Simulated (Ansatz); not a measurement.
Cu (beta tin type), DFT, PBE, all-electron PAW with datasets made for the crystal, scalar-relativistic (Ansatz 0.2.0), on 1 thread of Intel(R) Xeon(R) 6975P-C (Granite Rapids) (shared host).

Command: `ansatz run input.yaml --threads 1 --pin off --max-ram 2048MiB --backend cpu --events-out ev --progress --plain --runs-dir out`

```yaml
crystal:
  lattice:
    - [-2.3216350738, 2.3216350738, 1.2233776158]
    - [2.3216350738, -2.3216350738, 1.2233776158]
    - [2.3216350738, 2.3216350738, -1.2233776158]
  atoms:
    - { symbol: Cu, position: [-0.375, -0.125, -0.25] }
    - { symbol: Cu, position: [0.375, 0.125, 0.25] }
kpoints:
  mp_grid: { grid: [17, 17, 17] }
scf:
  occupations: { method: fermi_dirac, width: 0.05 }
hamiltonian:
  xc: pbe
  pseudopotentials: { kind: all_electron, datasets: crystal }
output:
  forces: true
  stress: true
  eigenvalues: true
```

Problem. How large is the problem that the program sets up?

Solution. 405 irreducible k-points, 383 plane waves at Γ, 15 bands.

Problem. About how long does it take, and how much memory?

Solution. 33 s of wall time for 9 SCF iterations, with a peak of 0.95 GiB. Times on shared machines scatter by tens of per cent.
